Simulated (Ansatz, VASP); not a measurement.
## Li: VASP beside Ansatz

Contents of INCAR:

```
  PREC = Accurate
  ENCUT = 600
  EDIFF = 1E-6
  ISMEAR = 0
  SIGMA = 0.1
  LREAL = F
  LASPH = T
  NELM = 100
  ALGO = Normal
  ISIF = 3
  LWAVE = F
  LCHARG = F
  GGA = PE
  IBRION = 2
  NSW = 100
  EDIFFG = -0.005
```

KPOINTS

```
Automatic mesh
0
Gamma
  12 12 14
```

POSCAR

```
Li
1.0
    4.9488671308      0.0000000000      0.0000000000
   -2.4744335654      4.2858446552      0.0000000000
    0.0000000000      0.0000000000      2.8888430000
Li
3
Direct
    0.0000000000      0.0000000000      0.0000000000
    0.6666666700      0.3333333300      0.5000000000
    0.3333333300      0.6666666700      0.5000000000
```

Input for Ansatz:

```yaml
crystal:
  lattice:
    - [4.9488671308, 0.0, 0.0]
    - [-2.4744335654, 4.2858446552, 0.0]
    - [0.0, 0.0, 2.888843]
  atoms:
    - { symbol: Li, position: [0.0, 0.0, 0.0] }
    - { symbol: Li, position: [0.66666667, 0.33333333, 0.5] }
    - { symbol: Li, position: [0.33333333, 0.66666667, 0.5] }
basis:
  ecutwfc: 420
kpoints:
  mp_grid: { grid: [12, 12, 14] }
hamiltonian:
  xc: pbe
scf:
  occupations: { method: gaussian, width: 0.1 }
output:
  forces: true
  stress: true
  eigenvalues: true
relax:
  adjacent_minimum: "off"
  f_tol: 0.005
  max_steps: 80
  cell: { stress_tol: 0.05 }
```

This isn't the form of Li at room conditions, which is bcc.

Alike in both runs: task relaxation of cell and atoms; functional PBE; k mesh 12 × 12 × 14; occupations gaussian, width 0.1 eV; no spin polarisation.

|  | VASP | Ansatz |
| --- | --- | --- |
| version | VASP 6.6.1 | Ansatz 0.2.0 |
| potentials or method | VASP PAW PBE potentials, release 64 (Li_sv) | scalar-relativistic, plane waves, PAW |
| plane-wave cutoff (eV) | 600 | 420 |
| valence electrons in the cell | 9 | 9 |

|  | VASP | Ansatz | Ansatz less VASP |
| --- | --- | --- | --- |
| gap on the k mesh at the Fermi level, each at its own relaxed structure (eV) | none | none | - |
| relaxed volume (Å³/atom) | 20.08 | 20.26 | +0.174 |
| relaxed cell length with the largest relative difference (Å) | 2.883 | 2.894 | +0.0108 |

A gap of «none» marks a metal or a gap that the smearing closes.

Caveats: the cutoff is under 1.25 times the usual one of these potentials, so pressure, stress and relaxed cells hold a basis-set (Pulay) error (VASP).
